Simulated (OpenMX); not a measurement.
The system is HgTe (Coloradoite).

```
CELL_PARAMETERS angstrom
0.00000 3.21450 3.21450
3.21450 0.00000 3.21450
3.21450 3.21450 0.00000
ATOMIC_POSITIONS crystal
Hg 0.00000 0.00000 0.00000
Te 0.75000 0.75000 0.75000
```

Base run:

| Property | Result |
| --- | --- |
| Program | OpenMX 3.8.5 |
| Functional | PBE |
| Potentials or basis | OpenMX 2013 PBE set, Hg8.0-s3p2d2f1, Te7.0-s3p2d2f1, grid cutoff 500 Ry |
| k mesh | 5 × 5 × 5 |
| Occupations | fermi-dirac, width 0.05 eV |
| Spin | no spin polarisation |

Its results: pressure 6.8 GPa.

The run is repeated on the same cell with these changes: functional from PBE to LDA; potentials or basis from OpenMX 2013 PBE set, Hg8.0-s3p2d2f1, Te7.0-s3p2d2f1, grid cutoff 500 Ry to OpenMX 2013 LDA set, Hg8.0-s3p2d2f1, Te7.0-s3p2d2f1, grid cutoff 500 Ry. What comes out?

Pressure 2.3 GPa.

Caveats: the basis of atomic orbitals isn't converged, which shifts pressures, moduli and gaps.
